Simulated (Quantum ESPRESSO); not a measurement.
Here is a Quantum ESPRESSO 7.5 calculation.

The input pw.in:

```
&CONTROL
  calculation = 'scf'
  prefix = 'pwscf'
  outdir = './tmp'
  pseudo_dir = './pseudo'
  tprnfor = .true.
  tstress = .true.
  disk_io = 'low'
/
&SYSTEM
  ibrav = 0
  nat = 5
  ntyp = 3
  ecutwfc = 45
  ecutrho = 360
  nbnd = 28
  occupations = 'smearing'
  smearing = 'fd'
  degauss = 0.00367493
/
&ELECTRONS
  conv_thr = 1d-09
  electron_maxstep = 120
  mixing_beta = 0.5
/
ATOMIC_SPECIES
Ba   137.3270 ba_pbe_v1.uspp.F.UPF
Zr    91.2240 zr_pbe_v1.uspp.F.UPF
O     15.9990 o_pbe_v1.2.uspp.F.UPF
CELL_PARAMETERS angstrom
   4.1913400000    0.0000000000    0.0000000000
   0.0000000000    4.1913400000    0.0000000000
   0.0000000000    0.0000000000    4.1913400000
ATOMIC_POSITIONS crystal
Ba     0.0000000000    0.0000000000    0.0000000000
Zr     0.5000000000    0.5000000000    0.5000000000
O      0.5000000000    0.5000000000    0.0000000000
O      0.5000000000    0.0000000000    0.5000000000
O      0.0000000000    0.5000000000    0.5000000000
K_POINTS automatic
8 8 8 0 0 0
```

scf2.in

```
&CONTROL
  calculation = 'scf'
  prefix = 'pwscf'
  outdir = './tmp'
  pseudo_dir = './pseudo'
  tprnfor = .true.
  tstress = .true.
  disk_io = 'low'
/
&SYSTEM
  ibrav = 0
  nat = 5
  ntyp = 3
  ecutwfc = 45
  ecutrho = 360
  nbnd = 28
  occupations = 'fixed'
/
&ELECTRONS
  conv_thr = 1d-13
  electron_maxstep = 120
  mixing_beta = 0.5
  startingpot = 'file'
  startingwfc = 'file'
/
ATOMIC_SPECIES
Ba   137.3270 ba_pbe_v1.uspp.F.UPF
Zr    91.2240 zr_pbe_v1.uspp.F.UPF
O     15.9990 o_pbe_v1.2.uspp.F.UPF
CELL_PARAMETERS angstrom
   4.1913400000    0.0000000000    0.0000000000
   0.0000000000    4.1913400000    0.0000000000
   0.0000000000    0.0000000000    4.1913400000
ATOMIC_POSITIONS crystal
Ba     0.0000000000    0.0000000000    0.0000000000
Zr     0.5000000000    0.5000000000    0.5000000000
O      0.5000000000    0.5000000000    0.0000000000
O      0.5000000000    0.0000000000    0.5000000000
O      0.0000000000    0.5000000000    0.5000000000
K_POINTS automatic
8 8 8 0 0 0
```

File ph.in:

```
dielectric of BaZrO3
&INPUTPH
  prefix = 'pwscf'
  outdir = './tmp'
  tr2_ph = 1d-18
  fildyn = 'dyn'
  niter_ph = 90
  alpha_mix(1) = 0.7
  epsil = .true.
  trans = .false.
  zeu = .true.
/
0.0000000000 0.0000000000 0.0000000000
```

Potentials or basis: GBRV 1.5 PBE.

Run with:

```console
$ OMP_NUM_THREADS=1 pw.x -in pw.in > pw.out
$ OMP_NUM_THREADS=1 pw.x -in scf2.in > scf2.out
$ OMP_NUM_THREADS=1 ph.x -in ph.in > ph.out
```

Q: Predict the electronic dielectric tensor (diagonal).

A: 4.87.

Q: Estimate the Born charges (mean of the diagonal).

A: Ba +2.76; Zr +6.12; O -2.96 e.

Q: Predict the band gap on the k mesh.

A: 3.24 eV, indirect (least direct gap 3.44 eV).

Electronic dielectric tensor:
```
4.87 0.00 0.00
0.00 4.87 0.00
0.00 0.00 4.87
```

Caveat: the cell is more than 3 GPa from zero pressure, which shifts response properties; on a mesh that holds Γ this program's dielectric tensor can be off by some percent beyond the error of the mesh; spin-orbit coupling is left out, which moves the levels of the heavy elements. PBE gaps usually lie below the measured ones, often by a third to a half.
